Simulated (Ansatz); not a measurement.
# Moving the dispersion correction in AgCl

The cell as given:

```
CELL_PARAMETERS angstrom
0.00000 2.73500 2.73500
2.73500 0.00000 2.73500
2.73500 2.73500 0.00000
ATOMIC_POSITIONS crystal
Ag 0.00000 0.00000 0.00000
Cl 0.50000 0.50000 0.50000
```

Kept alike: task relaxation of cell and atoms; functional PBEsol; k mesh 8 × 8 × 8; occupations fermi-dirac, width 0.05 eV; no spin polarisation. Program: Ansatz, Ansatz PAW, cutoff 420 eV. The mesh is that of the run's cell of 2 atoms. No spin-orbit coupling.

| dispersion correction | band gap (eV) | volume (Å³/atom) |
| --- | --- | --- |
| D3(BJ) | 0.729 | 19.407 |
| D3(BJ)-ATM | 0.727 | 19.545 |
| D4 | 0.726 | 19.686 |
| none | 0.725 | 20.207 |

Gaps hold for each row's own relaxed cell. The relaxations keep at least the cell's symmetry (Fm-3m). Relaxations stop with a little pressure left, so the last digits of a volume or edge aren't settled. A gap read on the mesh alone can miss an edge between its points. All rows use potentials made for PBE.

The band gap runs from 0.725 (none) to 0.729 eV (D3(BJ)). The volume runs from 19.407 (D3(BJ)) to 20.207 Å³/atom (none). Against no correction: D3(BJ) -4.0 %; D3(BJ)-ATM -3.3 %; D4 -2.6 %. Dispersion terms mostly attract and so lower the volume; the schemes' coefficients and damping set how far.
